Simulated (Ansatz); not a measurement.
# TaN, space group P6/mmm: a test of the smearing width

Program: the Ansatz DFT code, driven from Python.

Run as a notebook:

**Cell 1**
```python
import ansatz as az
```

**Cell 2**
```python
xtal = (
    az.Lattice.of((5.191, 0.0, 0.0), (-2.5955, 4.495538, 0.0), (0.0, 0.0, 2.908))
    .atom("Ta", (0.0, 0.0, 0.0))
    .atom("Ta", (1 / 3, 2 / 3, 0.5))
    .atom("Ta", (2 / 3, 1 / 3, 0.5))
    .atom("N", (0.5, 0.0, 0.0))
    .atom("N", (0.5, 0.5, 0.0))
    .atom("N", (0.0, 0.5, 0.0))
)
```

**Cell 3**
```python
model = (
    xtal.calculation()
    .basis(420)
    .scf(tolerance=1e-10)
    .kpoints(5, 5, 8)
    .functional("PBE")
)
```

**Cell 4**
```python
rows = []
for value in [0.5, 0.3, 0.2, 0.1]:
    r = model.occupations("methfessel_paxton", width=value).run(threads=1, backend="cpu").report
    rows.append((value, r["free_energy_ev"] / len(r["lattice"]["sites"]), r["n_iterations"], r["n_kpoints"]))
```

**Cell 5**
```python
print("  width (eV)   F/atom (eV)    iterations      k-points")
for row in rows:
    print(f"{str(row[0]):>12s}  {row[1]:12.5f}  {row[2]:12d}  {row[3]:12d}")
```
Output:
```text
  width (eV)   F/atom (eV)    iterations      k-points
         0.5   -5158.83622             9            25
         0.3   -5158.83864             9            25
         0.2   -5158.83883             9            25
         0.1   -5158.83867             9            25
```

**Cell 6**
```python
for row in rows[:-1]:
    shift = 1000 * (row[1] - rows[-1][1])
    print(f"{row[0]}: {shift:+.2f} meV/atom" + ("  (within 5 meV)" if abs(shift) < 5 else ""))
```
Output:
```text
0.5: +2.45 meV/atom  (within 5 meV)
0.3: +0.03 meV/atom  (within 5 meV)
0.2: -0.16 meV/atom  (within 5 meV)
```

Going from 0.1 to 0.5 eV changes F by +2.4 meV an atom. This scheme is built to cancel the term in the square of the width, so the shifts stay small and are partly the mesh's error.

Caveats:
- No spin polarisation was allowed.
- For a metal this k-point mesh is coarse: on a finer one energies can move by several to tens of meV an atom and pressures by half a GPa or more, differences at one mesh by less.
- The narrowest width needs the finest mesh, so the last row is no converged reference.
- Spin-orbit coupling, which matters for elements this heavy, is left out.
- The structure is a deposited one; some such entries were measured under pressure or heat, so a shift against it needn't be the functional's error alone.
- Hardware and time: 11 s on 1 thread of Intel(R) Xeon(R) Processor @ 2.30GHz, with other jobs on the host, peak memory 0.51 GiB.
